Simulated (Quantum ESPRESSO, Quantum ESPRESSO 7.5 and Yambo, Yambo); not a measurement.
## A GW chain in Yambo: LiCl (Fm-3m)

Wanted: ground state, empty states, screening and self-energy for LiCl (Fm-3m).

Main program and level: Quantum ESPRESSO 7.5 and Yambo 5.3.0; PBE and many-body steps on it, plane waves.

Most raw output is cut from this account.

## Step 1: The structure

It takes space group Fm-3m (No. 225, cubic). The conventional cell has a = 5.143 Å, b = 5.143 Å, c = 5.143 Å, α = 90.00°, β = 90.00°, γ = 90.00°. Nearest to Li lie 6 Cl at 2.57 Å. Cl has 6 Li at 2.57 Å nearest. Farther neighbours and most contacts between anions are not listed.

The cell and positions come from the Crystallography Open Database and are kept as given unless a step says otherwise.

## Step 2: Ground state

This step: Quantum ESPRESSO 7.5; DFT, PBE, plane waves, norm-conserving pseudopotentials.

The ground-state density comes first.

The input, pw.in:

```
&control
  calculation = 'scf'
  prefix = 'x'
  outdir = 'o'
  pseudo_dir = 'pseudo'
/
&system
  ibrav = 0
  nat = 2
  ntyp = 2
  ecutwfc = 66.0
  nbnd = 10
  force_symmorphic = .true.
/
&electrons
  conv_thr = 1e-10
  electron_maxstep = 80
  mixing_beta = 0.5
/
ATOMIC_SPECIES
  Li 6.94 Li.upf
  Cl 35.45 Cl.upf
CELL_PARAMETERS angstrom
  0.0000000000 2.5715000000 2.5715000000
  2.5715000000 0.0000000000 2.5715000000
  2.5715000000 2.5715000000 -0.0000000000
ATOMIC_POSITIONS crystal
  Li 0.0000000000 0.0000000000 0.0000000000
  Cl 0.5000000000 0.5000000000 0.5000000000
K_POINTS automatic
  8 8 8 0 0 0
```

On the command line:

```bash
OMP_NUM_THREADS=1 mpirun -n 4 pw.x -nk 4 -in pw.in > pw.out
```

Elapsed: 3.4 s, on 4 MPI ranks of Arm Neoverse V1, shared host; peak memory 0.2 GiB.

This step gave:

```
total energy               : -645.9153 eV
gap                        : 6.285 eV
k of the valence top       : 0, 0, 0
k of the conduction bottom : 0, 0, 0
least direct gap           : 6.285 eV
```

The gap is direct, at Γ.

## Step 3: Bands along the symmetry lines

Levels along a band path, at the cheap level, show where the edges lie and whether the meshes to come will hold them.

The input, pw.in:

```
&control
  calculation = 'bands'
  prefix = 'x'
  outdir = 'o'
  pseudo_dir = 'pseudo'
/
&system
  ibrav = 0
  nat = 2
  ntyp = 2
  ecutwfc = 66.0
  nbnd = 11
  force_symmorphic = .true.
/
&electrons
  conv_thr = 1e-9
  electron_maxstep = 80
  diago_full_acc = .true.
  diago_thr_init = 5e-6
/
ATOMIC_SPECIES
  Li 6.94 Li.upf
  Cl 35.45 Cl.upf
CELL_PARAMETERS angstrom
  0.0000000000 2.5715000000 2.5715000000
  2.5715000000 0.0000000000 2.5715000000
  2.5715000000 2.5715000000 -0.0000000000
ATOMIC_POSITIONS crystal
  Li 0.0000000000 0.0000000000 0.0000000000
  Cl 0.5000000000 0.5000000000 0.5000000000
K_POINTS crystal
  50
  0.00000000 0.00000000 0.00000000 1
  0.06250000 0.00000000 0.06250000 1
  0.12500000 0.00000000 0.12500000 1
  0.18750000 0.00000000 0.18750000 1
  0.25000000 0.00000000 0.25000000 1
  0.31250000 0.00000000 0.31250000 1
  0.37500000 0.00000000 0.37500000 1
  0.43750000 0.00000000 0.43750000 1
  0.50000000 0.00000000 0.50000000 1
  0.51562500 0.03125000 0.51562500 1
  0.53125000 0.06250000 0.53125000 1
  0.54687500 0.09375000 0.54687500 1
  0.56250000 0.12500000 0.56250000 1
  0.57812500 0.15625000 0.57812500 1
  0.59375000 0.18750000 0.59375000 1
  0.60937500 0.21875000 0.60937500 1
  0.62500000 0.25000000 0.62500000 1
  0.37500000 0.37500000 0.75000000 1
  0.32812500 0.32812500 0.65625000 1
  0.28125000 0.28125000 0.56250000 1
  0.23437500 0.23437500 0.46875000 1
  0.18750000 0.18750000 0.37500000 1
  0.14062500 0.14062500 0.28125000 1
  0.09375000 0.09375000 0.18750000 1
  0.04687500 0.04687500 0.09375000 1
  0.00000000 0.00000000 0.00000000 1
  0.06250000 0.06250000 0.06250000 1
  0.12500000 0.12500000 0.12500000 1
  0.18750000 0.18750000 0.18750000 1
  0.25000000 0.25000000 0.25000000 1
  0.31250000 0.31250000 0.31250000 1
  0.37500000 0.37500000 0.37500000 1
  0.43750000 0.43750000 0.43750000 1
  0.50000000 0.50000000 0.50000000 1
  0.50000000 0.46875000 0.53125000 1
  0.50000000 0.43750000 0.56250000 1
  0.50000000 0.40625000 0.59375000 1
  0.50000000 0.37500000 0.62500000 1
  0.50000000 0.34375000 0.65625000 1
  0.50000000 0.31250000 0.68750000 1
  0.50000000 0.28125000 0.71875000 1
  0.50000000 0.25000000 0.75000000 1
  0.50000000 0.21875000 0.71875000 1
  0.50000000 0.18750000 0.68750000 1
  0.50000000 0.15625000 0.65625000 1
  0.50000000 0.12500000 0.62500000 1
  0.50000000 0.09375000 0.59375000 1
  0.50000000 0.06250000 0.56250000 1
  0.50000000 0.03125000 0.53125000 1
  0.50000000 0.00000000 0.50000000 1
```

Wall time 2.8 s (4 MPI ranks); peak memory 0.18 GiB; 11 s of CPU time.

This step gave:

```
gap                        : 6.282 eV
k of the valence top       : 0.0469, 0.0469, 0.0938
k of the conduction bottom : 0, 0, 0
least direct gap           : 6.285 eV
```

The gap is 6.282 eV, −0.002 eV from the run before at this level.

Electronic bands along the path, in eV, zero at the top of the highest filled band; v1 is the highest filled band, c1 the lowest empty one:

```
    point      v4     v3     v2     v1    c1     c2     c3     c4
        Γ  -13.37   0.00   0.00   0.00  6.28  11.79  11.79  11.79
  halfway  -13.01  -1.49  -0.58  -0.58  8.48   9.49   9.68  12.42
        X  -12.57  -2.86  -1.09  -1.09  7.81   8.26  12.37  14.06
  halfway  -12.58  -2.75  -1.31  -1.01  7.94   8.69  12.06  13.04
        U  -12.60  -2.45  -1.76  -0.82  8.04   9.86  11.37  11.65
jump to K  -12.60  -2.45  -1.76  -0.82  8.04   9.86  11.37  11.65
  halfway  -13.00  -1.69  -0.85  -0.09  7.91  10.03  10.29  10.78
        Γ  -13.37   0.00   0.00   0.00  6.28  11.79  11.79  11.79
  halfway  -13.11  -1.56  -0.13  -0.13  7.18  10.60  10.60  10.89
        L  -12.81  -2.78  -0.25  -0.25  6.74   9.43   9.43  12.89
  halfway  -12.70  -2.51  -1.29  -0.57  8.17   9.25  10.46  11.65
        W  -12.58  -2.09  -2.09  -1.05  9.46  10.08  10.36  10.36
  halfway  -12.58  -2.65  -1.42  -1.07  8.29   8.90  11.76  12.07
        X  -12.57  -2.86  -1.09  -1.09  7.81   8.26  12.37  14.06
```

## Step 4: Empty states on the mesh, 6×6×6 mesh, 406 bands

The sums over transitions need many empty states on a uniform mesh; this step solves for them.

The input, pw.in:

```
&control
  calculation = 'nscf'
  prefix = 'x'
  outdir = 'o'
  pseudo_dir = 'pseudo'
/
&system
  ibrav = 0
  nat = 2
  ntyp = 2
  ecutwfc = 66.0
  nbnd = 406
  force_symmorphic = .true.
/
&electrons
  conv_thr = 1e-9
  electron_maxstep = 80
  diago_full_acc = .true.
  diago_thr_init = 5e-6
/
ATOMIC_SPECIES
  Li 6.94 Li.upf
  Cl 35.45 Cl.upf
CELL_PARAMETERS angstrom
  0.0000000000 2.5715000000 2.5715000000
  2.5715000000 0.0000000000 2.5715000000
  2.5715000000 2.5715000000 -0.0000000000
ATOMIC_POSITIONS crystal
  Li 0.0000000000 0.0000000000 0.0000000000
  Cl 0.5000000000 0.5000000000 0.5000000000
K_POINTS automatic
  6 6 6 0 0 0
```

It took 63 s on 4 MPI ranks; peak memory 0.55 GiB; 4.2 min of CPU time.

This step gave:

```yaml
gap: 6.285 eV
k_of_the_valence_top: 0, 0, 0
k_of_the_conduction_bottom: 0, 0, 0
least_direct_gap: 6.285 eV
k_points_computed: 16
lowest_point_of_the_top_converged_band_above_the_valence_top: 288.3402 eV
```

On this mesh the gap is 6.285 eV.

## Step 5: Conversion and set-up

This step: Yambo 5.3.0; conversion and set-up on PBE, plane waves, norm-conserving pseudopotentials.

The states are converted to the many-body program's format and the q mesh is built.

On the command line:

```bash
(cd o/x.save; p2y > p2y.log; mv SAVE ../..); yambo > setup.log
```

Wall time 2.3 s (1 MPI rank); peak memory 0.24 GiB.

## Step 6: Screening and self-energy, 6×6×6 mesh, 406 bands, screening to 353.7 eV

G0W0 replaces the xc potential by the self-energy, built once from these orbitals. Only a window of levels is corrected, while the sums run over the empty bands that the input names.

This step: G0W0 on PBE, plane waves, norm-conserving pseudopotentials.

The input, gw3.in:

```
HF_and_locXC
gw0
dyson
ppa
em1d
rim_cut
RandQpts= 1000000
RandGvec= 1 RL
EXXRLvcs= 66 Ry
VXCRLvcs= 264 Ry
Chimod= "HARTREE"
% BndsRnXp
 1 | 406 |
%
NGsBlkXp= 26 Ry
% LongDrXp
 1 | 1 | 1 |
%
% GbndRnge
 1 | 406 |
%
DysSolver= "n"
ExtendOut
PPAPntXp= 27.21138 eV
% QPkrange
 1 | 1 | 4 | 7 |
%
```

On the command line:

```bash
OMP_NUM_THREADS=1 mpirun -n 4 yambo -F gw3.in -J gw3 -C gw3 > gw3.log
```

It took 34 min on 4 MPI ranks; peak memory 2.6 GiB.

This step gave:

| Item | Value |
| --- | --- |
| G0W0 gap on the points computed | 9.090 eV |
| starting gap on the mesh | 6.285 eV |
| k of the valence top | 0, 0, 0 |
| k of the conduction bottom | 0, 0, 0 |
| least direct G0W0 gap on the computed points | 9.090 eV |
| Z at the valence top | 0.8077 |
| Z at the conduction bottom | 0.8505 |

The gap on the mesh goes from 6.28 eV to 9.09 eV, a correction of +2.81 eV.

Limits: finite bands, cutoff and mesh. v1 is the top filled band, c1 the lowest empty one. The levels before and after the correction (eV, zero at the valence-band top of each column):

|  | conduction bottom | valence top |
| --- | --- | --- |
| Kohn-Sham | 6.28 | 0.00 |
| G0W0 | 9.09 | 0.00 |

```csv
,level,energy (eV)
Kohn-Sham,Γ v2-v1,0.000
Kohn-Sham,Γ c1,6.285
Kohn-Sham,Γ c2,11.792
G0W0,Γ v2-v1,0.000
G0W0,Γ c1,9.090
G0W0,Γ c2,15.104
```

## Step 7: Where the time went

Times are wall times on the hardware named with each run, good to a factor of about two.

```
                          step    time  share  memory (GiB)
                  ground state   3.4 s    0 %           0.2
bands along the symmetry lines   2.8 s    0 %          0.18
      empty states on the mesh    63 s    3 %          0.55
         conversion and set-up   2.3 s    0 %          0.24
     screening and self-energy  34 min   97 %           2.6
```

## Step 8: Summary of results

```
PBE gap              : 6.28 eV, indirect (only 2 meV under the direct gap)
G0W0 gap on the mesh : 9.09 eV
GW settings          : 6×6×6 mesh, 406 bands, screening to 353.7 eV, Godby-Needs plasmon pole
known limits         : not at the basis limit
```

**Reading.** G0W0 moves the gap on the mesh from 6.28 eV to 9.09 eV (+2.81 eV), with Z of 0.81 and 0.85 at the edges. Only 1 of the mesh's irreducible points was corrected, so a valley elsewhere could overtake. The dearest step here is «screening and self-energy». Bands and cutoff are finite, so the gap is not at the basis limit. The miss can reach some tenths of an eV and take either sign; the mesh is an error of its own. In the G0W0 run levels were corrected at 1 k point alone, so a gap called «on the mesh» is the least over those, and an edge elsewhere would be missed.

[Paths, hosts, dates, memory and timing lines, banners, echoed tables and standing remarks are left out of the program output.]

[Logs are printed without paths, hosts, clocks, repeated set-up lines and the standing remarks that a program may print on its own settings, such as how far it seeks lower states.]

[Runs of the session that timed out or met a known fault of the program may be left out.]

[Hosts, paths, dates, database ids (printed as entryN), source tags and the programs' standing remarks are cut or masked in the printed files.]
